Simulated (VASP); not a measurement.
# SnSe: molecular dynamics with a thermostat

SnSe, Pmmn (no. 59), 16 atoms in the cell. PBE, molecular dynamics; PAW potentials Sn, Se (PBE set).

Ensemble: Nose-Hoover; Target temperature (K): 1600.

## Input

INCAR:
```
SYSTEM = SnSe
ALGO     = Normal         ! electronic algorithm
EDIFF    = 1E-6           ! SCF threshold, eV
ENCUT    = 210            ! plane-wave cutoff, eV
GGA      = PE             ! functional
IBRION   = 0              ! ionic algorithm
ISIF     = 2              ! what is computed and relaxed
ISMEAR   = 0              ! smearing method
ISYM     = 0            
KPAR     = 2            
LASPH    = .TRUE.         ! aspherical terms in the spheres
LCHARG   = .FALSE.        ! write CHGCAR
LREAL    = Auto         
LWAVE    = .FALSE.        ! write WAVECAR
MDALGO   = 2            
NELM     = 60             ! most SCF steps
NELMIN   = 4            
NSW      = 60             ! ionic steps
POTIM    = 3.0            ! step
PREC     = Normal         ! precision mode
RANDOM_SEED= 421299 0 0   
SIGMA    = 0.05           ! smearing width, eV
SMASS    = 0            
TEBEG    = 1600          
```

KPOINTS:
```
k-points
0
Monkhorst-Pack
  2 1 2
```

POSCAR:
```
SnSe
1.0
    5.7441790000      0.0000000000      0.0000000000
    0.0000000000     13.1329700000      0.0000000000
    0.0000000000      0.0000000000      6.0915160000
Sn Se
8 8
Direct
    0.0000000000      0.1297580000      0.0433620000
    0.0000000000      0.1297580000      0.5433620000
    0.0000000000      0.8702420000      0.0433620000
    0.0000000000      0.8702420000      0.5433620000
    0.5000000000      0.6297580000      0.4566380000
    0.5000000000      0.6297580000      0.9566380000
    0.5000000000      0.3702420000      0.4566380000
    0.5000000000      0.3702420000      0.9566380000
    0.0000000000      0.3391880000      0.4845060000
    0.0000000000      0.3391880000      0.9845060000
    0.0000000000      0.6608120000      0.4845060000
    0.0000000000      0.6608120000      0.9845060000
    0.5000000000      0.8391880000      0.0154940000
    0.5000000000      0.8391880000      0.5154940000
    0.5000000000      0.1608120000      0.0154940000
    0.5000000000      0.1608120000      0.5154940000
```

Commands:
```
cat potpaw_PBE.64/Sn/POTCAR potpaw_PBE.64/Se/POTCAR > POTCAR
mpirun -np 2 vasp_std > vasp.out
```

## Result

- Mean temperature (K): 1552
- Rise of the mean potential energy above the start (meV/atom): 30.0
- Electronic steps per ionic step after the first: 4.8

Course of the run:

| Time (fs) | Temperature (K) | Potential energy less the first (meV/atom) |
|---|---|---|
| 3 | 1601 | 0.0 |
| 18 | 1555 | 5.7 |
| 30 | 1473 | 18.0 |
| 45 | 1402 | 37.2 |
| 57 | 1455 | 48.2 |
| 72 | 1738 | 45.9 |
| 84 | 2035 | 32.3 |
| 99 | 2037 | 26.0 |
| 111 | 1640 | 44.3 |
| 126 | 1390 | 42.6 |
| 138 | 1461 | 17.6 |
| 153 | 1400 | 13.6 |
| 165 | 1258 | 31.2 |
| 180 | 1175 | 59.1 |

REPORT:
```
MDALGO =   2
               SCALING =       0
                 CNEXP =     9.000   14.000
           RANDOM_SEED =            421299                0                0

   original number of atomic DOF:         45
   number of independent constraints:      0
   number of active DOF:                  45

========================================
         MD step No.       1
========================================

  Atomic velocities initialized by STEP_tb

  >Energies
                    E_tot             E_pot             E_kin               EPS                ES
   e_b>   -0.55811053E+02   -0.58914535E+02    0.31034825E+01    0.00000000E+00    0.00000000E+00

  >Temperature
               T_sim     T_inst
   tmprt>   1600.000   1600.631

  >Thermostat:
           s(n+1) sdot(n+1)      s(n)   sdot(n)        Qs
   s_b>   0.00000   0.00001   0.00000   0.00000   1.32357

           RANDOM_SEED =            421299               96                0

[... steps left out ...]

========================================
         MD step No.      60
========================================

  >Energies
                    E_tot             E_pot             E_kin               EPS                ES
   e_b>   -0.55809134E+02   -0.57969066E+02    0.22791013E+01    0.10399449E+00   -0.22316330E+00

  >Temperature
               T_sim     T_inst
   tmprt>   1600.000   1175.454

  >Thermostat:
           s(n+1) sdot(n+1)      s(n)   sdot(n)        Qs
   s_b>  -0.05792  -0.02357  -0.03597  -0.02034   1.32357

           RANDOM_SEED =            421299               96                0
```

OSZICAR:
```
N       E                     dE             d eps       ncg     rms          rms(c)
DAV:   1     0.249510601672E+03    0.24951E+03   -0.17664E+04   196   0.636E+02
DAV:   2    -0.327271931913E+02   -0.28224E+03   -0.27040E+03   247   0.150E+02
DAV:   3    -0.586679623420E+02   -0.25941E+02   -0.24676E+02   248   0.490E+01
DAV:   4    -0.594155583908E+02   -0.74760E+00   -0.72629E+00   248   0.858E+00
DAV:   5    -0.594434550136E+02   -0.27897E-01   -0.27863E-01   256   0.138E+00    0.939E+00
DAV:   6    -0.589806141908E+02    0.46284E+00   -0.10453E+00   248   0.281E+00    0.583E+00
DAV:   7    -0.589098328400E+02    0.70781E-01   -0.29934E-01   232   0.177E+00    0.130E+00
DAV:   8    -0.589122489416E+02   -0.24161E-02   -0.27774E-02   264   0.568E-01    0.261E-01
DAV:   9    -0.589154524597E+02   -0.32035E-02   -0.37907E-03   272   0.334E-01    0.341E-01
DAV:  10    -0.589138574779E+02    0.15950E-02   -0.22242E-03   280   0.270E-01    0.108E-01
DAV:  11    -0.589142489667E+02   -0.39149E-03   -0.98894E-04   232   0.143E-01    0.858E-02
DAV:  12    -0.589144106589E+02   -0.16169E-03   -0.38884E-04   232   0.913E-02    0.340E-02
[... left out ...]
     58 T=  1182. E= -.55809954E+02 F= -.58138093E+02 E0= -.58131430E+02  EK= 0.22922E+01 SP= -.12E-01 SK= 0.48E-01
     59 T=  1173. E= -.55809568E+02 F= -.58049688E+02 E0= -.58042488E+02  EK= 0.22744E+01 SP= -.11E+00 SK= 0.73E-01
[... last step whole ...]
       N       E                     dE             d eps       ncg     rms          rms(c)
DAV:   1    -0.579690301344E+02    0.80658E-01   -0.21888E-03   340   0.187E+00    0.186E-02
DAV:   2    -0.579690703698E+02   -0.40235E-04   -0.52203E-04   196   0.820E-02    0.187E-02
DAV:   3    -0.579690668387E+02    0.35311E-05   -0.23259E-05   232   0.192E-02    0.107E-02
DAV:   4    -0.579690661662E+02    0.67256E-06   -0.24006E-06   176   0.593E-03
     60 T=  1175. E= -.55809134E+02 F= -.57969066E+02 E0= -.57961274E+02  EK= 0.22791E+01 SP= -.22E+00 SK= 0.10E+00
```

Limits: 180 fs of 16 atoms are too short for converged averages.

VASP 6.6.1 took 540 s on 2 cores (Intel Xeon Platinum 8259CL @ 2.50GHz (Skylake/Cascade Lake)), a shared host.
